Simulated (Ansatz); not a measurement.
Relaxed free-standing sheet of SnS$_{2}$:

```xyz
3
Lattice="3.6647 0.0000 0.0000 -1.8324 3.1737 0.0000 0.0000 0.0000 31.9126" Properties=species:S:1:pos:R:3 pbc="T T F"
S     0.0000    2.1158   14.4721
Sn    0.0000    0.0000   15.9563
S     1.8324    1.0579   17.4405
```

The calculation used DFT PBE+D3(BJ), scalar-relativistic, plane waves, PAW in Ansatz. Settings: cutoff 420 eV, Γ-centred mesh 12×12×1 on the computed 3-atom cell, Gaussian smearing of 0.02 eV; no spin polarisation. The sheet is isolated along c (Coulomb cut-off).

```yaml
Band_gap_on_the_sampled_k_points: 1.57 eV
Least_direct_gap: 1.83 eV
Ionisation_potential_from_the_Kohn-Sham_band_edge: 6.77 eV
Electron_affinity_from_the_Kohn-Sham_band_edge: 5.20 eV
Bader_charges_e: S1 -0.78, Sn2 1.56, S3 -0.78
```

Path Γ–M–K–Γ, 16 steps a segment, one row in 2; levels in eV from the Fermi level, bands counted among those of the PAW valence electrons:

```tsv
k (1/Å)	point	band 11	band 12	band 13	band 14	band 15	band 16
0.000	Γ	-1.25	-0.87	-0.87	1.65	3.08	4.68
0.124		-1.39	-1.04	-0.82	1.84	3.32	4.57
0.247		-1.57	-1.49	-0.78	2.13	3.75	4.58
0.371		-2.01	-1.49	-0.80	2.12	3.98	5.05
0.495		-2.33	-1.40	-0.85	1.81	4.14	5.41
0.619		-2.60	-1.33	-0.92	1.42	4.18	5.44
0.742		-2.81	-1.29	-0.99	1.08	4.11	5.38
0.866		-2.83	-1.29	-1.03	0.86	4.03	5.39
0.990	M	-2.81	-1.30	-1.04	0.79	4.00	5.53
1.061		-2.82	-1.29	-1.10	0.86	4.08	5.56
1.133		-2.86	-1.27	-1.23	1.05	4.33	5.62
1.204		-2.95	-1.38	-1.26	1.30	4.67	5.53
1.276		-3.10	-1.51	-1.25	1.54	5.00	5.39
1.347		-3.31	-1.57	-1.27	1.72	5.24	5.30
1.419		-3.56	-1.56	-1.30	1.82	5.26	5.36
1.490		-3.79	-1.51	-1.36	1.87	5.28	5.38
1.561	K	-3.91	-1.44	-1.44	1.88	5.34	5.34
1.704		-3.58	-1.63	-1.25	1.88	5.13	5.50
1.847		-3.07	-1.79	-1.12	1.92	4.93	5.59
1.990		-2.54	-1.80	-1.07	2.00	4.85	5.48
2.133		-2.05	-1.59	-1.13	2.11	4.80	5.15
2.276		-1.69	-1.27	-1.21	2.23	4.50	4.72
2.419		-1.56	-1.17	-1.00	2.20	4.00	4.46
2.562		-1.49	-1.01	-0.86	1.89	3.40	4.54
2.704	Γ	-1.25	-0.87	-0.87	1.65	3.08	4.68
```

Cost: 1 run of about 0.54 core-minutes, on Intel Xeon 6975P-C (Granite Rapids) (shared hosts).